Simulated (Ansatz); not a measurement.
**Au: band structure with PBEsol**

Crystal: Au.

```
Au
1.0
     0.00000    2.03500    2.03500
     2.03500    0.00000    2.03500
     2.03500    2.03500    0.00000
Au
1
Direct
  0.00000 0.00000 0.00000
```

- Program: Ansatz 0.2.0
- Task: band structure
- Functional: PBEsol
- Potentials or basis: Ansatz PAW
- Cutoff: 420 eV (not typed: the program's choice for these potentials)
- k mesh: 11 × 11 × 11
- Occupations: fermi-dirac, width 0.05 eV
- Spin: no spin polarisation
- Path: [["G", "X", "W", "K", "G", "L", "U", "W", "L", "K"], ["U", "X"]]
- Points for each segment of the path: 14

```json
{
 "Pressure": "1.7 GPa",
 "Band gap on the k mesh": "none (metal or under the smearing width)"
}
```

Levels at the corners of the path, in eV from the Fermi level:
| point | band 6 | band 7 | band 8 | band 9 | band 10 | band 11 | band 12 | band 13 |
| --- | --- | --- | --- | --- | --- | --- | --- | --- |
| Γ | -4.74 | -4.74 | -4.74 | -3.18 | -3.18 | 14.40 | 18.46 | 18.46 |
| X | -6.86 | -1.98 | -1.61 | -1.61 | 0.91 | 5.85 | 9.98 | 9.98 |
| W | -5.23 | -5.23 | -3.34 | -1.61 | 4.75 | 6.30 | 6.30 | 9.46 |
| K | -5.93 | -3.89 | -2.89 | -2.07 | 3.85 | 4.67 | 7.48 | 12.62 |
| Γ | -4.74 | -4.74 | -4.74 | -3.18 | -3.18 | 14.40 | 18.46 | 18.46 |
| L | -4.78 | -4.78 | -1.94 | -1.94 | -1.09 | 3.13 | 13.86 | 17.14 |
| U | -5.93 | -3.89 | -2.89 | -2.07 | 3.85 | 4.67 | 7.48 | 12.62 |
| W | -5.23 | -5.23 | -3.34 | -1.61 | 4.75 | 6.30 | 6.30 | 9.46 |
| L | -4.78 | -4.78 | -1.94 | -1.94 | -1.09 | 3.13 | 13.86 | 17.14 |
| K | -5.93 | -3.89 | -2.89 | -2.07 | 3.85 | 4.67 | 7.48 | 12.62 |
| U | -5.93 | -3.89 | -2.89 | -2.07 | 3.85 | 4.67 | 7.48 | 12.62 |
| X | -6.86 | -1.98 | -1.61 | -1.61 | 0.91 | 5.85 | 9.98 | 9.98 |

It took 0.84 s on 2 threads of Intel(R) Xeon(R) Platinum 8488C (Sapphire Rapids), with other jobs on the host, peak memory 0.34 GiB.

Caveat: spin-orbit coupling is left out, which moves the levels of the heavy elements; the PAW data sets come from PBE, with cores solved anew for the run's functional, which leaves a small shift of forces and pressure.
